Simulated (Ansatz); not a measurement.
Harmonic frequencies (cm⁻¹) at PBE0-D4/def2-TZVP from Ansatz: 144, 240, 405, 457, 472, 522, 639, 666, 782, 839, 884, 896, 1102, 1134, 1297, 1578, 3226, 3246.

(1) Which molecule is it?
A. `c1cncnc1`
B. `S=c1sccs1`
C. `Cl/C=C/Cl`
D. `FC=C(Cl)Cl`

Results:

(1) B.
